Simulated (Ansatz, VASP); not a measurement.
**CdF2 in VASP and in Ansatz**

```
Cd F
1.0
     0.00000    2.69400    2.72094
     2.69400    0.00000    2.72094
     2.69400    2.69400    0.00000
Cd F
1 2
Direct
  0.00000 0.00000 0.00000
  0.25000 0.25000 0.25000
  0.75000 0.75000 0.75000
```

Change from the starting cell: zz strain of +1 %.

Alike in both runs: task single point; functional LDA; k mesh 8 × 8 × 8; occupations fermi-dirac, width 0.02 eV; no spin polarisation.

```csv
,VASP,Ansatz
version,VASP 6.6.1,Ansatz 0.2.0
potentials or method,"VASP PAW LDA potentials, release 64 (Cd, F), cutoff 520 eV","all-electron LAPW, scalar-relativistic"
```

Ansatz gave:

- gap on the k mesh at the Fermi level (eV): 2.75
- pressure (GPa): -6.6
- largest component of the traceless stress (GPa): 0.74

Problem. Which values does VASP return?

Solution. gap on the k mesh at the Fermi level (eV): 2.75; pressure (GPa): -5.7; largest component of the traceless stress (GPa): 0.73.

Ansatz ran all-electron here, so the differences hold the error of VASP's frozen core and of both bases.

A k mesh can miss the band edges.
